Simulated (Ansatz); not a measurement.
## Magnetic orders of Ti2Co

The calculation used DFT r2SCAN, scalar-relativistic, plane waves, PAW in Ansatz.

```yaml
crystal:
  lattice:
    - [0.00000, 3.36500, 3.36500]
    - [3.36500, 0.00000, 3.36500]
    - [3.36500, 3.36500, 0.00000]
  atoms:
    - { symbol: Ti, position: [0.12500, 0.12500, 0.12500] }
    - { symbol: Ti, position: [0.62500, 0.12500, 0.12500] }
    - { symbol: Ti, position: [0.12500, 0.12500, 0.62500] }
    - { symbol: Ti, position: [0.12500, 0.62500, 0.12500] }
    - { symbol: Co, position: [0.50000, 0.50000, 0.50000] }
    - { symbol: Co, position: [0.75000, 0.75000, 0.75000] }
```

| Property | Result |
| --- | --- |
| plane-wave cutoff | 500 eV |
| Γ-centred k-mesh | 10×10×10 |
| occupation rule | Gaussian smearing, 0.1 eV |
| list of starting moments (μB, in atom order) | 0 0 0 0 3 3 |
| check for lower electronic states after the SCF | off |

All runs keep this geometry, which isn't relaxed for the lowest state (largest force there 0.000 eV/Å, pressure 24.0 GPa); relaxing each order would shift the differences by some 54 meV/atom, going by the pressures and a bulk modulus of about 150 GPa. r2SCAN tends to overstate moments in metals, so a weak moment here may be absent in the real material. Site moments are spin moments in atom-centred spheres that scale with the neighbour distance. The states are those that the runs reached from these starts; a lower one can exist. No antiferromagnetic start is among these.

Q: Starts tried: no spin; ferromagnetic. Which state comes out lowest, and what are the moments?

A: Of the states reached here, with no antiferromagnetic start among them, the lowest is ferromagnetic, reached from the start “ferromagnetic”, with site moments (μB) Ti +0.17 (×4), Co +1.44 (×2).

```tsv
start	ends	energy above lowest (meV/atom)	site moments (μB)	gap on mesh (eV)	P (GPa)
no spin	non-magnetic	45.4	none over 0.05	metal	19.3
ferromagnetic	ferromagnetic	0.00	Ti +0.17 (×4), Co +1.44 (×2)	metal	24.0
```

Cost: 2 runs of about 3.4 core-minutes in all, on Intel Xeon Platinum 8259CL (Skylake/Cascade Lake) (shared hosts).